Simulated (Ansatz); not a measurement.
CdS: band gap by level of theory

```
CELL_PARAMETERS angstrom
0.00000 2.91650 2.91650
2.91650 0.00000 2.91650
2.91650 2.91650 0.00000
ATOMIC_POSITIONS crystal
Cd 0.00000 0.00000 0.00000
S 0.75000 0.75000 0.75000
```

| rung | level | program and potentials | cutoff (eV) | k mesh | task | spin | core time | chip | band gap (eV) | notes |
| --- | --- | --- | --- | --- | --- | --- | --- | --- | --- | --- |
| GGA | rPW86-PBE | Ansatz, Ansatz PAW | 420 | 8 × 8 × 8 | band structure | off | 5.4 s | AMD EPYC 7B13 Zen 3 | 1.03 | potentials made for PBE, which Ansatz adapts in part |
| GGA | PBEsol | Ansatz, Ansatz PAW | 420 | 8 × 8 × 8 | band structure | off | 8.8 s | Arm Neoverse V1 | 1.00 | potentials made for PBE, which Ansatz adapts in part |
| G0W0 | G0W0 on HSE06 | Ansatz, Ansatz PAW | 420 | 4 × 4 × 4 | G0W0 quasiparticle levels | off | 14 s | AMD EPYC 7R13 Zen 3 | 2.45 | bands, basis or mesh of the many-body step not converged; potentials made for PBE, which Ansatz adapts in part; response cutoff 120 eV, bands 148 |
| GGA | PBE | Ansatz, Ansatz PAW | 420 | 6 × 6 × 6 | band structure | SOC, no magnetisation | 33 s | Arm Neoverse V1 | 1.13 | - |
| LDA | LDA | Ansatz, Ansatz PAW | 420 | 8 × 8 × 8 | Born charges and dielectric tensor | off | 36 s | AMD EPYC 7B13 Zen 3 | 0.86 | potentials made for PBE, which Ansatz adapts in part |
| GGA | PBEsol | Ansatz, Ansatz PAW | 420 | 6 × 6 × 6 | elastic constants | off | 46 s | Intel Xeon Skylake/Cascade Lake | 1.00 | potentials made for PBE, which Ansatz adapts in part |
| GGA | PBEsol | Ansatz, Ansatz PAW | 420 | 6 × 6 × 6 | band structure | SOC, no magnetisation | 57 s | Intel Xeon Skylake/Cascade Lake | (a) | potentials made for PBE, which Ansatz adapts in part |
| meta-GGA | r2SCAN | Ansatz, Ansatz PAW | 500 | 6 × 6 × 6 | band structure | SOC, no magnetisation | 1.8 min | Intel Xeon Skylake/Cascade Lake | 1.58 | potentials made for PBE, which Ansatz adapts in part |
| hybrid | r2SCAN50 | Ansatz, Ansatz PAW | 500 | 4 × 4 × 4 | band structure | off | 4.4 min | Intel Xeon | 4.70 | coarse mesh; potentials made for PBE, which Ansatz adapts in part |
| hybrid | r2SCAN0 | Ansatz, Ansatz PAW | 500 | 4 × 4 × 4 | band structure | off | 4.5 min | Intel Xeon | 3.11 | coarse mesh; potentials made for PBE, which Ansatz adapts in part |
| hybrid | r2SCAN-EpsX | Ansatz, Ansatz PAW | 500 | 5 × 5 × 5 | band structure | off | 6 min | Arm Neoverse V1 | 2.68 | potentials made for PBE, which Ansatz adapts in part; exact-exchange share 1/ε∞ |
| hybrid | HSE06 | Ansatz, Ansatz PAW | 420 | 4 × 4 × 4 | band structure | off | 6.1 min | Intel Xeon Skylake/Cascade Lake | 2.18 | coarse mesh; potentials made for PBE, which Ansatz adapts in part |

Times are single runs on shared hosts and different chips, so they are rough; meshes, cutoffs and the tasks' sizes weigh on the time. Gaps are the least found on the k mesh or the band path, and a mesh can miss the band edges. The cell comes from a database and isn't always the measured one. Meshes differ between rows, which moves values too. All levels ran on this one cell, unrelaxed unless noted. Meshes are those of the run's cell of 2 atoms unless a note names another. Runs on faulty files, with rough fits or with known faults for this quantity aren't shown.

Estimate the value left out from the other rows.

(a) 0.99 eV.
